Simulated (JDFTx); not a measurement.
ZrC under changes of volume

One of the cells (13.228 Å³/atom); the others are scaled copies at fixed shape and fractional positions:

```xyz
2
Lattice="0.0000 2.3650 2.3650 2.3650 0.0000 2.3650 2.3650 2.3650 0.0000" Properties=species:S:1:pos:R:3 pbc="T T T"
Zr    2.3650    2.3650    2.3650
C     0.0000    0.0000    0.0000
```

* Program: JDFTx 1.7.0 (patched build)
* Functional: RPBE
* Potentials or basis: PseudoDojo-SR-PBE-0.5-standard
* Cutoff: 1116 eV
* Density cutoff: 8925 eV
* k mesh: 10 × 10 × 10
* Occupations: fermi-dirac, width 0.05 eV
* Spin: no spin polarisation

```csv
volume (Å³/atom),energy over the lowest point (meV/atom),pressure (GPa)
12.434,?,?
12.699,14.64,9.3
12.963,3.42,4.3
13.228,0.00,-0.2
13.493,3.61,-4.2
13.757,13.59,-7.9
14.022,29.31,-11.2
```

Question: What does the run at 12.434 Å³/atom give?

Answer: Energy over the lowest point 34.48 meV/atom; pressure 14.8 GPa.

Worked out: A Birch-Murnaghan fit of order 3 (a polynomial in V^(-2/3)) to the other rows has its minimum at 13.22 Å³/atom with B0 = V·E''(V) = 214 GPa and B' = 4.2. It gives 34.59 meV/atom at 12.434 Å³/atom, against the run's 34.48, and -dE/dV = 14.9 GPa, against 14.8.

Energies are extrapolated to zero smearing.

Caveats: the potentials were made for another functional, which shifts forces and pressure.
